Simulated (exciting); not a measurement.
Something may be wrong with this exciting (release sodium) calculation of MnO.

Contents of input.xml:

```xml
<input>
  <title>MnO</title>
  <structure speciespath="./" tshift="false">
    <crystal scale="1.88972612463">
      <basevect>0.000000000000 2.223907702800 2.223907702800</basevect>
      <basevect>2.223907702800 0.000000000000 2.223907702800</basevect>
      <basevect>2.223907702800 2.223907702800 0.000000000000</basevect>
    </crystal>
    <species speciesfile="Mn.xml" rmt="2">
      <atom coord="0.000000000000 0.000000000000 0.000000000000" bfcmt="0 0 -8"/>
    </species>
    <species speciesfile="O.xml" rmt="1.45">
      <atom coord="0.500000000000 0.500000000000 0.500000000000" bfcmt="0 0 0"/>
    </species>
  </structure>
  <groundstate do="fromscratch" ngridk="8 8 8" rgkmax="7.5" gmaxvr="14" lmaxapw="10" lmaxmat="10" lmaxvr="8" stype="gaussian" swidth="0.00036749" nempty="24" ValenceRelativity="iora*" epsengy="1e-05" epspot="1e-05" maxscl="60" tforce="true" outputlevel="normal">
    <libxc exchange="XC_GGA_X_B88" correlation="XC_GGA_C_P86"/>
    <spin reducebf="0.5"/>
  </groundstate>
</input>
```

Potentials or basis: all-electron LAPW+lo, shipped species files, valence relativity iora*.

Run with:

```sh
$ OMP_NUM_THREADS=1 exciting_smp
```

Output:

```text
Parser ERROR: 'gaussian                                                                        ' is not valid selection for stype
```

Q: What happened, and what is wrong with the input?

A: The input was rejected before any iteration. The input holds a flaw that was put in on purpose: smearing word that the schema lacks (stype = gaussian).
